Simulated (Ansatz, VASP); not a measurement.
## Two plane-wave programs on H

The input INCAR:

```
PREC = Accurate ; ENCUT = 520
EDIFF = 1E-7 ; ISMEAR = 0
SIGMA = 0.05 ; LREAL = F
LASPH = T ; NELM = 60
ALGO = Normal ; ISIF = 2
LWAVE = F ; LCHARG = T
GGA = PS ; LELF = T
LVHAR = T ; NBANDS = 6
```

File KPOINTS:

```
Automatic mesh
0
Gamma
  12 12 30
```

Contents of POSCAR:

```
H
1.0
    2.6859396709      0.0000000000      0.0000000000
    0.0000000000      2.6859396709      0.0000000000
    0.0000000000      0.0000000000      0.9541689591
H
1
Direct
    0.0000000000      0.0000000000      0.5000000000
```

Input for Ansatz:

```yaml
crystal:
  lattice:
    - [2.6859396709, 0.0, 0.0]
    - [0.0, 2.6859396709, 0.0]
    - [0.0, 0.0, 0.9541689591]
  atoms:
    - { symbol: H, position: [0.0, 0.0, 0.5] }
basis:
  ecutwfc: 420
kpoints:
  mp_grid: { grid: [12, 12, 30] }
hamiltonian:
  xc: pbesol
scf:
  occupations: { method: gaussian, width: 0.05 }
output:
  forces: true
  stress: true
  eigenvalues: true
```

Alike in both runs: task single point; functional PBEsol; k mesh 12 × 12 × 30; occupations gaussian, width 0.05 eV; no spin polarisation.

```csv
,VASP,Ansatz
version,VASP 6.6.1,Ansatz 0.2.0
potentials or method,"VASP PAW PBE potentials, release 64 (H)","scalar-relativistic, plane waves, PAW"
plane-wave cutoff (eV),520,420
valence electrons in the cell,1,1
```

```tsv
	VASP	Ansatz	Ansatz less VASP
gap on the k mesh at the Fermi level (eV)	none	none	-
pressure (GPa)	4.6	4.8	+0.25
largest component of the traceless stress (GPa)	7.05	6.99	-0.068
```

A gap of «none» marks a metal or a gap that the smearing closes. The functional is the same, so the differences come from potentials, cutoffs and numerics.

Caveats: the PAW data sets were made with another functional, which shifts forces and pressure a little (VASP).
